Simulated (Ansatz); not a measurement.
# Na: do energies and stresses tell the same story?

All numbers below come from DFT PBE, scalar-relativistic, plane waves, PAW in Ansatz 0.2.0.

Cutoff 420 eV; k points 14×14×14 on the computed 1-atom cell (Γ-centred); Gaussian smearing, width 0.10 eV; no spin polarisation.

Relaxed cell: Im-3m, a = 4.190 Å, b = 4.190 Å, c = 4.190 Å, α = 90.00°, β = 90.00°, γ = 90.00°, 1 atom in the primitive cell.

Energies at zero smearing and pressures from the stress tensor, at volumes with shape and atoms relaxed:
| V (Å³/atom) | E − E(first) (meV/atom) | P (GPa) |
| --- | --- | --- |
| 32.362 | 0.00 | 1.319 |
| 33.466 | -7.69 | 0.927 |
| 34.569 | -12.86 | 0.588 |
| 35.672 | -15.86 | 0.294 |
| 36.775 | -16.97 | 0.039 |
| 37.879 | -16.45 | -0.183 |
| 38.982 | -14.50 | -0.376 |
| 40.453 | -10.00 | -0.594 |

Problem. Check P = −dE/dV between neighbouring volumes, and get the bulk modulus from the pressures alone.

Solution. With 1 eV/Å³ = 160.2 GPa:
```tsv
middle V (Å³/atom)	−ΔE/ΔV (GPa)	mean P (GPa)
32.914	1.116	1.123
34.017	0.751	0.757
35.121	0.436	0.441
36.224	0.161	0.167
37.327	-0.076	-0.072
38.430	-0.283	-0.279
39.717	-0.490	-0.485
```

The two differ by 0.007 GPa at most. The mean of two end pressures misses the average over a step by about ΔV² P″/12, up to 0.005 GPa here; with that taken off 0.002 GPa remains. Around V = 36.775 Å³/atom, the two neighbours give B = −V ΔP/ΔV = 36.775 × 0.477 / 2.207 = 7.9 GPa, against B0 = 7.8 GPa from the Birch–Murnaghan fit of the energies.